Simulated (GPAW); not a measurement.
# AlN (F-43m) in GPAW: notebook

Aim: see how the results for AlN move with the level of theory and the settings. Levels: PBE, TPSS, PBE-EpsX, TPSSh. Tasks: dielectric tensor, one-shot levels on a semilocal density, hybrid scf.

Program: GPAW 26.7.0. These are calculated values, not measurements. Logs are shortened: lines on timing, memory, paths and dates and some standing lists are left out, and cuts for length are marked. The log counts tension as positive stress, the text compression.

**1. The structure**

The structure is cubic, space group F-43m (No. 216). The conventional cell has a = 4.368 Å, b = 4.368 Å, c = 4.368 Å, α = 90.00°, β = 90.00°, γ = 90.00°. Al (site symmetry -43m) is surrounded by 4 N at 1.89 Å. N (site symmetry -43m) has 4 Al at 1.89 Å as nearest neighbours.

Measurements of this composition are mostly on another form, of space group No. 186.

**2. Dielectric tensor, PBE**

File run.py:

```python
import numpy as np
import spglib
from ase import Atoms
from ase.dft.bandgap import bandgap
from ase.io import read, write
from gpaw import GPAW, PW
from gpaw.response.df import DielectricFunction

atoms = read('AlN.cif')
cell, positions, numbers = spglib.find_primitive(
    (atoms.cell[:], atoms.get_scaled_positions(), atoms.numbers), symprec=1e-4)
atoms = Atoms(numbers, cell=cell, scaled_positions=positions, pbc=True)

calc = GPAW(mode=PW(600),
            xc='PBE',
            kpts={'size': (8, 8, 8), 'gamma': True},
            occupations={'name': 'fermi-dirac', 'width': 0.001},
            nbands=11,
            convergence={'density': 1e-06},
            maxiter=150,
            txt='gpaw.txt')
atoms.calc = calc
energy = atoms.get_potential_energy()
calc.write('gs.gpw')
write('result.traj', atoms)
print(f'Energy: {energy:.6f} eV')
print('Fermi level:', round(calc.get_fermi_level(), 4), 'eV')
print(f'Gap: {bandgap(calc)[0]:.4f} eV, direct: {bandgap(calc, direct=True)[0]:.4f} eV')

for size in [(19, 19, 19), (26, 26, 26)]:
    name = 'x'.join(str(n) for n in size)
    dense = calc.fixed_density(kpts={'size': size, 'gamma': True},
                               nbands=26, convergence={'bands': 20},
                               update_fermi_level=True, txt=f'dense-{name}.txt')
    dense.write(f'{name}.gpw', mode='all')
    df = DielectricFunction(f'{name}.gpw', frequencies=np.array([0.0]), hilbert=False, eta=0.001,
                            ecut=80, nbands=20, intraband=False, txt=f'df-{name}.txt')
    for xc in ['RPA', 'ALDA_X', 'ALDA']:
        for direction in ['x', 'y', 'z', [0, 1, 1], [1, 0, 1], [1, 1, 0]]:
            e0, e = df.get_macroscopic_dielectric_constant(xc=xc, direction=direction)
            print(f'{name} {xc} {direction}: {e0:.4f} without, {e:.4f} with local fields')
```

File AlN.cif:

```cif
data_AlN
_cell_length_a 4.36798712
_cell_length_b 4.36798712
_cell_length_c 4.36798712
_cell_angle_alpha 90.00000000
_cell_angle_beta 90.00000000
_cell_angle_gamma 90.00000000
_space_group_name_H-M_alt 'F-43m'
_space_group_name_Hall 'F -4 2 3'
_space_group_IT_number 216
loop_
_space_group_symop_operation_xyz
'x,y,z'
'y,-x,-z'
'-x,-y,z'
'-y,x,-z'
'x,-y,-z'
'y,x,z'
'-x,y,-z'
'-y,-x,z'
'z,x,y'
'-z,y,-x'
'z,-x,-y'
'-z,-y,x'
'-z,x,-y'
'z,y,x'
'-z,-x,y'
'z,-y,-x'
'y,z,x'
'-x,-z,y'
'-y,z,-x'
'x,-z,-y'
'-y,-z,x'
'x,z,y'
'y,-z,-x'
'-x,z,-y'
'x,y+1/2,z+1/2'
'y,-x+1/2,-z+1/2'
'-x,-y+1/2,z+1/2'
'-y,x+1/2,-z+1/2'
'x,-y+1/2,-z+1/2'
'y,x+1/2,z+1/2'
'-x,y+1/2,-z+1/2'
'-y,-x+1/2,z+1/2'
'z,x+1/2,y+1/2'
'-z,y+1/2,-x+1/2'
'z,-x+1/2,-y+1/2'
'-z,-y+1/2,x+1/2'
'-z,x+1/2,-y+1/2'
'z,y+1/2,x+1/2'
'-z,-x+1/2,y+1/2'
'z,-y+1/2,-x+1/2'
'y,z+1/2,x+1/2'
'-x,-z+1/2,y+1/2'
'-y,z+1/2,-x+1/2'
'x,-z+1/2,-y+1/2'
'-y,-z+1/2,x+1/2'
'x,z+1/2,y+1/2'
'y,-z+1/2,-x+1/2'
'-x,z+1/2,-y+1/2'
'x+1/2,y,z+1/2'
'y+1/2,-x,-z+1/2'
'-x+1/2,-y,z+1/2'
'-y+1/2,x,-z+1/2'
'x+1/2,-y,-z+1/2'
'y+1/2,x,z+1/2'
'-x+1/2,y,-z+1/2'
'-y+1/2,-x,z+1/2'
'z+1/2,x,y+1/2'
'-z+1/2,y,-x+1/2'
'z+1/2,-x,-y+1/2'
'-z+1/2,-y,x+1/2'
'-z+1/2,x,-y+1/2'
'z+1/2,y,x+1/2'
'-z+1/2,-x,y+1/2'
'z+1/2,-y,-x+1/2'
'y+1/2,z,x+1/2'
'-x+1/2,-z,y+1/2'
'-y+1/2,z,-x+1/2'
'x+1/2,-z,-y+1/2'
'-y+1/2,-z,x+1/2'
'x+1/2,z,y+1/2'
'y+1/2,-z,-x+1/2'
'-x+1/2,z,-y+1/2'
'x+1/2,y+1/2,z'
'y+1/2,-x+1/2,-z'
'-x+1/2,-y+1/2,z'
'-y+1/2,x+1/2,-z'
'x+1/2,-y+1/2,-z'
'y+1/2,x+1/2,z'
'-x+1/2,y+1/2,-z'
'-y+1/2,-x+1/2,z'
'z+1/2,x+1/2,y'
'-z+1/2,y+1/2,-x'
'z+1/2,-x+1/2,-y'
'-z+1/2,-y+1/2,x'
'-z+1/2,x+1/2,-y'
'z+1/2,y+1/2,x'
'-z+1/2,-x+1/2,y'
'z+1/2,-y+1/2,-x'
'y+1/2,z+1/2,x'
'-x+1/2,-z+1/2,y'
'-y+1/2,z+1/2,-x'
'x+1/2,-z+1/2,-y'
'-y+1/2,-z+1/2,x'
'x+1/2,z+1/2,y'
'y+1/2,-z+1/2,-x'
'-x+1/2,z+1/2,-y'
loop_
_atom_site_label
_atom_site_type_symbol
_atom_site_symmetry_multiplicity
_atom_site_Wyckoff_symbol
_atom_site_fract_x
_atom_site_fract_y
_atom_site_fract_z
_atom_site_occupancy
Al1 Al 4 a 0.0000000000 0.0000000000 0.0000000000 1
N1 N 4 d 0.2500000000 0.2500000000 0.7500000000 1
```

Potentials or basis: GPAW PAW data sets (gpaw-data 1.2.1), pw.

Command:

```sh
> OMP_NUM_THREADS=1 python run.py
```

gpaw.txt:

```text
__  _  _
 | _ |_)|_||  |
 |__||  | ||/\| - 26.7.0

Input parameters:
  mode=PW(ecut=600.0),
  convergence={'density': 1e-06},
  kpts=MonkhorstPack(size=(8, 8, 8), gamma=True),
  maxiter=150,
  nbands=11,
  occupations=Occupations(name='fermi-dirac', width=0.001),
  xc=XC(name='PBE')

Diagonalizing LCAO Hamiltonian
Converting LCAO to pw mode

                 N

       Al

Atoms  # Å, Bohr magnetons
|   | symbol |        x |        y |        z |    initial magnetic moments |
|---|--------|----------|----------|----------|-----------------------------|
| 0 |     Al | 0.000000 | 0.000000 | 0.000000 | ( 0.0000,  0.0000,  0.0000) |
| 1 |      N | 3.275990 | 3.275990 | 3.275990 | ( 0.0000,  0.0000,  0.0000) |

Unit cell  # Å
| periodic |        x |        y |        z |  lengths |    angles |
|----------|----------|----------|----------|----------|-----------|
|      yes | 0.000000 | 2.183994 | 2.183994 | 3.088633 | 60.000000 |
|      yes | 2.183994 | 0.000000 | 2.183994 | 3.088633 | 60.000000 |
|      yes | 2.183994 | 2.183994 | 0.000000 | 3.088633 | 60.000000 |

Number of symmetries: 24
Symmetry operations  # r_c * U_cc + t_c -> r_c
|    | kind |            matrix            |
|----|------|------------------------------|
|  0 |  E   |  1, 0, 0,  0, 1, 0,  0, 0, 1 |
|  1 |  σ   |  1, 0, 0,  0, 0, 1,  0, 1, 0 |
|  2 |  σ   |  1, 0,-1,  0, 1,-1,  0, 0,-1 |
|  3 |  C3  |  1, 0,-1,  0, 0,-1,  0, 1,-1 |
|  4 |  C3  |  1,-1, 0,  0,-1, 1,  0,-1, 0 |
|  5 |  σ   |  1,-1, 0,  0,-1, 0,  0,-1, 1 |
|  6 |  σ   |  0, 1, 0,  1, 0, 0,  0, 0, 1 |
|  7 |  C3  |  0, 1, 0,  0, 0, 1,  1, 0, 0 |
|  8 |  C2  |  0, 1,-1,  1, 0,-1,  0, 0,-1 |
|  9 |  S4  |  0, 1,-1,  0, 0,-1,  1, 0,-1 |
| 10 |  C3  |  0, 0, 1,  1, 0, 0,  0, 1, 0 |
| 11 |  σ   |  0, 0, 1,  0, 1, 0,  1, 0, 0 |
| 12 |  S4  |  0, 0,-1,  1, 0,-1,  0, 1,-1 |
| 13 |  C3  |  0, 0,-1,  0, 1,-1,  1, 0,-1 |
| 14 |  S4  |  0,-1, 1,  1,-1, 0,  0,-1, 0 |
| 15 |  C2  |  0,-1, 1,  0,-1, 0,  1,-1, 0 |
| 16 |  C3  |  0,-1, 0,  1,-1, 0,  0,-1, 1 |
| 17 |  S4  |  0,-1, 0,  0,-1, 1,  1,-1, 0 |
| 18 |  S4  | -1, 1, 0, -1, 0, 1, -1, 0, 0 |
| 19 |  C3  | -1, 1, 0, -1, 0, 0, -1, 0, 1 |
| 20 |  C3  | -1, 0, 1, -1, 1, 0, -1, 0, 0 |
| 21 |  S4  | -1, 0, 1, -1, 0, 0, -1, 1, 0 |
| 22 |  σ   | -1, 0, 0, -1, 1, 0, -1, 0, 1 |
| 23 |  C2  | -1, 0, 0, -1, 0, 1, -1, 1, 0 |

BZ-sampling:
  Number of BZ points: 512
  Number of IBZ points: 29

  Monkhorst-Pack size: [8, 8, 8]
  Monkhorst-Pack shift: [0.0625, 0.0625, 0.0625]

K-points  # in reciprocal-cell coordinates
|     |                                coordinates |     weight |
|-----|--------------------------------------------|------------|
|   0 | (  0.00000000,   0.00000000,   0.00000000) | 0.00195312 |
|   1 | (  0.12500000,   0.12500000,   0.00000000) | 0.01171875 |
|   2 | (  0.12500000,   0.12500000,   0.12500000) | 0.01562500 |
|   3 | (  0.25000000,   0.12500000,   0.12500000) | 0.02343750 |
|   4 | (  0.25000000,   0.25000000,   0.00000000) | 0.01171875 |
|   5 | (  0.25000000,   0.25000000,   0.12500000) | 0.04687500 |
|   6 | (  0.25000000,   0.25000000,   0.25000000) | 0.01562500 |
|   7 | (  0.37500000,   0.25000000,  -0.37500000) | 0.04687500 |
|   8 | (  0.37500000,   0.25000000,   0.12500000) | 0.04687500 |
|   9 | (  0.37500000,   0.25000000,   0.25000000) | 0.04687500 |
| ... |                                            |            |
|  28 | (  0.50000000,   0.50000000,   0.50000000) | 0.00781250 |

Plane wave coefficients: 725
Cutoff: 600.0 eV

Spin-components: 1 (collinear spins)
Bands:           11
Projectors:      10
Spin-degeneracy: 2
Datatype:        complex128

Density:
  Valence electrons: 8.0
  Components: 1
  Grid points: [18 18 18]
  Charge: 0.0  # |e|

Potential:
  Grid points: [18 18 18]

species:
  Al:
    name:    Aluminium
    Z:       13.0
    valence: 3
    core:    10
    charge:  0.0  # [|e|]
    compensation charges:
      type: gauss
      rc: 0.34  # [Å]
      lmax: 2
    cutoffs:
      filter: 1.91  # [Å]
      core: 2.36  # [Å]
    projectors
    | kind |    occ | energy [eV] | rcut [Å] |
    |------|--------|-------------|----------|
    |   3s |  2.000 |      -7.753 |    1.085 |
    |   3p |  1.000 |      -2.712 |    1.085 |
    |    s |        |      19.459 |    1.085 |
    |    p |        |      24.499 |    1.085 |
    |    d |        |       0.000 |    1.085 |

    Using partial waves for Al as LCAO basis

  N:
    name:    Nitrogen
    Z:       7.0
    valence: 5
    core:    2
    charge:  0.0  # [|e|]
    compensation charges:
      type: gauss
      rc: 0.18  # [Å]
      lmax: 2
    cutoffs:
      filter: 1.11  # [Å]
      core: 0.96  # [Å]
    projectors
    | kind |    occ | energy [eV] | rcut [Å] |
    |------|--------|-------------|----------|
    |   2s |  2.000 |     -18.583 |    0.603 |
    |   2p |  3.000 |      -7.089 |    0.529 |
    |    s |        |       8.629 |    0.603 |
    |    p |        |      20.123 |    0.529 |
    |    d |        |       0.000 |    0.577 |

    Using partial waves for N as LCAO basis

Reference energy: -8085.144769  # eV

eigensolver:
  PPCG
  Converge bands: occupied
  niter=2

density mixing:
  MSR1-Mixer
  Pratt-step length: 0.05
  Maximum mixing coefficient: 0.75
  Old densities: 10
  SVD Regularization: 0.005
  Good broyden scale: 1.0
  Trust region scale: 1.0
  Backstep threshold: 4.0
  History deletion threshold: 6.0
  Fourier metric: weight=20.0, sigma=0.015

occupation numbers:
  Fermi-Dirac:
    width: 0.0010  # eV

poisson solver:
  ecut: 4800.0  # eV

xc functional:
  name: PBE with 2 nearest neighbor stencil

convergence criteria:
- Maximum integral of absolute [dens]ity change: 1e-06 electrons / valence electron
- Maximum [total energy] change in last 3 cyles: 0.0005 eV / valence electron
- Maximum integral of absolute [eigenst]ate change: 4e-08 eV^2 / valence electron
maximum number of iterations: 150

SCF iterations
|iter     | |      energy | eigst |  dens |
|---------|-|-------------|-------|-------|
|iter:   1| |  -16.608937 | -0.30 |       |
|iter:   2| |  -16.095966 | -2.26 | -0.55 |
|iter:   3| |  -14.621454 | -0.92 | -0.60 |
|iter:   4| |  -14.632480 | -3.05 | -1.25 |
|iter:   5| |  -14.638658 | -3.41 | -1.54 |
|iter:   6| |  -14.638714 | -5.44 | -2.76 |
|iter:   7| |  -14.638727c| -6.38 | -3.13 |
|iter:   8| |  -14.638727c| -8.61c| -4.41 |
|iter:   9| |  -14.638727c| -8.18c| -4.92 |
|iter:  10| |  -14.638727c| -9.68c| -5.94 |
|iter:  11| |  -14.638727c|-10.79c| -6.51c|

Converged in 11 steps
Energy contributions relative to reference atoms: (reference = -8085.144769)

Energy contributions:
  Kinetic:          16.826304
  Coulomb:         -14.214965
  Zero:             -0.018869
  External:          0.000000
  Xc:              -17.231197
  Entropy:          -0.000000
  Spinorbit:         0.000000
  ----------------------------
  Free energy:     -14.638727
  Extrapolated:    -14.638727

dipole moment: (-6.260864, -6.260864, -6.260864)  # |e|*Ang

Fermi level: 6.435
Eigenvalues  # (at kpt = [0.000, 0.000, 0.000])
| band index |      eig [eV] | occ [0-2] |
|------------|---------------|-----------|
|          0 |        -9.020 |     2.000 |
|          1 |         5.984 |     2.000 |
|          2 |         5.984 |     2.000 |
|          3 |         5.984 |     2.000 |
|          4 |        10.168 |     0.000 |
|          5 |        18.548 |     0.000 |
|          6 |        18.548 |     0.000 |
|          7 |        18.548 |     0.000 |
|          8 |        23.676 |     0.000 |
|          9 |        24.066 |     0.000 |
|         10 |        25.111 |     0.000 |

Gap: 3.306 eV
Transition (v -> c):
  (s=0, k=0, n=3, [0.00, 0.00, 0.00]) -> (s=0, k=24, n=4, [0.50, 0.50, 0.00])
Direct/indirect transitions are different
Direct gap: 4.185 eV
Transition at: (s=0, k=0, n=3, [0.00, 0.00, 0.00])
# Writing to gs.gpw (mode='')
```

Wall time 3.3 min (1 thread of Arm Neoverse V2, shared host); peak memory 0.7 GiB.

What came out:

- Free energy: -14.6387 eV
- Band gap on the k mesh: 3.31 eV, indirect (least direct gap 4.18 eV)
- Electronic dielectric tensor (diagonal): 4.34

Electronic dielectric tensor:
```
4.34 0.00 0.00
0.00 4.34 0.00
0.00 0.00 4.34
```

Caveat: the long-wavelength limit can be off by a per cent or two. As with any semilocal functional, this PBE gap is likely too small.

[end of part 1 of 4]
